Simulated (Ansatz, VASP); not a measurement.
Two plane-wave programs on C

Contents of INCAR:

```
SYSTEM = C
PREC = Accurate ; ENCUT = 520
EDIFF = 1E-6 ; ISMEAR = 0
SIGMA = 0.05 ; LREAL = .False.
LASPH = .True. ; NELM = 60
ALGO = Normal ; ISIF = 2
LWAVE = .False. ; LCHARG = .False.
GGA = PE ; NBANDS = 11
```

Contents of KPOINTS:

```
Automatic mesh
0
Gamma
  12 12 12
  0 0 0
```

POSCAR

```
C
1.0
    0.0000000000      1.7834000000      1.7834000000
    1.7834000000      0.0000000000      1.7834000000
    1.7834000000      1.7834000000      0.0000000000
C
2
Direct
    0.5280363351      0.5280363351      0.4323142996
    0.7500000000      0.7500000000      0.7500000000
```

Input for Ansatz:

```yaml
crystal:
  lattice:
    - [0.0, 1.7834, 1.7834]
    - [1.7834, 0.0, 1.7834]
    - [1.7834, 1.7834, 0.0]
  atoms:
    - { symbol: C, position: [0.5280363351, 0.5280363351, 0.4323142996] }
    - { symbol: C, position: [0.75, 0.75, 0.75] }
basis:
  ecutwfc: 420
kpoints:
  mp_grid: { grid: [12, 12, 12] }
hamiltonian:
  xc: pbe
scf:
  occupations: { method: gaussian, width: 0.05 }
output:
  forces: true
  stress: true
  eigenvalues: true
```

Alike in both runs: task single point; functional PBE; k mesh 12 × 12 × 12; occupations gaussian, width 0.05 eV; no spin polarisation.

```csv
,VASP,Ansatz
version,VASP 6.6.1,Ansatz 0.2.0
potentials or method,"VASP PAW PBE potentials, release 64 (C)","scalar-relativistic, plane waves, PAW"
plane-wave cutoff (eV),520,420
valence electrons in the cell,8,8
```

|  | VASP | Ansatz | Ansatz less VASP |
| --- | --- | --- | --- |
| gap on the k mesh at the Fermi level (eV) | 2.13 | 2.14 | +0.004 |
| least direct gap on the mesh (eV) | 2.54 | 2.54 | -0.001 |
| pressure (GPa) | 10.9 | 10.3 | -0.60 |
| largest component of the traceless stress (GPa) | 8.55 | 8.30 | -0.251 |
| rms of the force components (eV/Å) | 3.769 | 3.753 | -0.0162 |

Atom by atom the forces differ by 0.016 eV/Å (rms over components).

Caveats: forces of over 1 eV/Å show positions far from the minimum, so gaps and moduli don't describe the material at rest.
